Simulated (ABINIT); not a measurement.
Hf:

```
Hf
1.0
    -1.80500    1.80500    1.80500
     1.80500   -1.80500    1.80500
     1.80500    1.80500   -1.80500
Hf
1
Direct
  0.00000 0.00000 0.00000
```

This isn't the form of Hf at room conditions, which is hcp.

- Program: ABINIT 10.8.3 (patched build)
- Task: single point
- Functional: PBE
- Potentials or basis: JTH PAW PBE v2.0
- Cutoff: 463 eV
- k mesh: 10 × 10 × 10
- Occupations: fermi-dirac, width 0.05 eV
- Spin: no spin polarisation

On this cell: band gap on the k mesh none (metal or under the smearing width).

The same run follows on a disturbed copy (cell strained at random at fixed volume):

```
Hf
1.0
    -1.73538    1.78809    1.84034
     1.76840   -1.76106    1.84632
     1.78180    1.80748   -1.81331
Hf
1
Direct
  0.98347 0.99320 0.98959
```

What changes?

The energy (extrapolated to zero smearing) moves by +1.8 meV/atom; band gap on the k mesh none (metal or under the smearing width).
